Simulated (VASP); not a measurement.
Write the native input for VASP 6.6.1 that does the following.

| Quantity | Value |
| --- | --- |
| Task | band structure |
| Functional | r2SCAN |
| Potentials or basis | VASP PAW PBE potentials, release 64 (Te, Mo_sv) |
| Cutoff | 520 eV |
| k mesh | 9 × 9 × 2 |
| Occupations | gaussian, width 0.03 eV |
| Spin | no spin polarisation |
| Further INCAR settings | ALGO = Normal; EDIFF = 1e-07; NBANDS = 35 |

The structure of Te2Mo lies in POSCAR:

```
Te2Mo                                   
1.0
    3.4956786070      0.0000000000      0.0000000000
   -1.7478393035      3.0273464772      0.0000000000
    0.0000000000      0.0000000000     13.6948374266
  Te              Mo            
     4     2
Direct
     0.3333333332999970    0.6666666667000030    0.6172428416304356
     0.6666666667000030    0.3333333332999970    0.1172428416304356
     0.3333333332999970    0.6666666667000030    0.8827571583695644
     0.6666666667000030    0.3333333332999970    0.3827571583695644
     0.3333333332999970    0.6666666667000030    0.2500000000000000
     0.6666666667000030    0.3333333332999970    0.7500000000000000
```

The input as run:

INCAR

```
SYSTEM = Te2Mo
PREC     = Accurate       ! precision mode
ENCUT    = 520            ! plane-wave cutoff, eV
EDIFF    = 1E-7           ! SCF threshold, eV
ISMEAR   = 0              ! smearing method
SIGMA    = 0.03           ! smearing width, eV
LREAL    = .FALSE.        ! projectors in reciprocal space
LASPH    = .TRUE.         ! aspherical terms in the spheres
NELM     = 80             ! most SCF steps
ALGO     = Normal         ! electronic algorithm
ISIF     = 2              ! what is computed and relaxed
LWAVE    = .FALSE.        ! write WAVECAR
LCHARG   = .FALSE.        ! write CHGCAR
LMAXMIX  = 4              ! l up to which the mixer works
METAGGA  = R2SCAN         ! meta-GGA
LMIXTAU  = .TRUE.       
NBANDS   = 35             ! bands
KPAR     = 4
```

KPOINTS

```
Automatic mesh
0
G
  9 9 2
  0 0 0
```

KPOINTS_OPT

```
explicit points
213
Reciprocal
 0.0000000000  0.0000000000  0.0000000000 1
 0.0357142857  0.0000000000  0.0000000000 1
 0.0714285714  0.0000000000  0.0000000000 1
 0.1071428571  0.0000000000  0.0000000000 1
 0.1428571429  0.0000000000  0.0000000000 1
 0.1785714286  0.0000000000  0.0000000000 1
[... 205 lines left out ...]
 0.5000000000  0.0000000000  0.0778388600 1
 0.5000000000  0.0000000000 -0.0778388600 1
```

Potentials or basis: VASP PAW PBE potentials, release 64 (Te, Mo_sv).

Command:

```sh
$ cat potpaw_PBE.64/Te/POTCAR potpaw_PBE.64/Mo_sv/POTCAR > POTCAR
$ mpirun -np 4 vasp_std > vasp.out
```

It gave:

```yaml
Pressure: 3.2 GPa
Largest_force: 0.265 eV/Å
Band_gap_on_the_k_mesh: 0.77 eV, indirect (least direct gap 1.15 eV)
Band_gap_along_the_path: 0.70 eV, indirect (least direct gap 1.15 eV)
```

Caveat: the PAW data sets were made with another functional, which shifts forces and pressure a little; spin-orbit coupling is left out, which moves the levels of the heavy elements.

It took 6.8 min on 4 MPI ranks on Intel(R) Xeon(R) 6975P-C (Granite Rapids), with other jobs on the host, peak memory 0.43 GiB a rank.
